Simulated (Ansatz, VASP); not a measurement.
## Two plane-wave programs on C

```
CELL_PARAMETERS angstrom
0.00000 2.12817 3.32088
1.22954 0.00000 3.32088
1.22954 2.12817 0.00000
ATOMIC_POSITIONS crystal
C 0.16670 0.83330 0.16670
C 0.83330 0.16670 0.83330
```

Alike in both runs: functional PBEsol; dispersion D3(BJ); k mesh 15 × 15 × 15; occupations gaussian, width 0.15 eV; no spin polarisation.

Ansatz relaxed the structure, and its values are those at the end. VASP's run is a single point on that final structure, the one shown.

|  | VASP | Ansatz |
| --- | --- | --- |
| version | VASP 6.6.1 | Ansatz 0.2.0 |
| potentials or method | VASP PAW PBE potentials, release 64 (C) | plane waves, PAW |
| plane-wave cutoff (eV) | 520 | 422 |
| valence electrons in the cell | 8 | 8 |

VASP gave:

- pressure (GPa): 0.7
- dispersion energy (meV/atom): -111.4

**Question.** Which values does Ansatz return?

**Answer.** Pressure (GPa): 0.0; dispersion energy (meV/atom): -111.4.

Ansatz warned: «stress_scf_threshold_loose».

Caveats: the PAW data sets were made with another functional, which shifts forces and pressure a little (VASP).
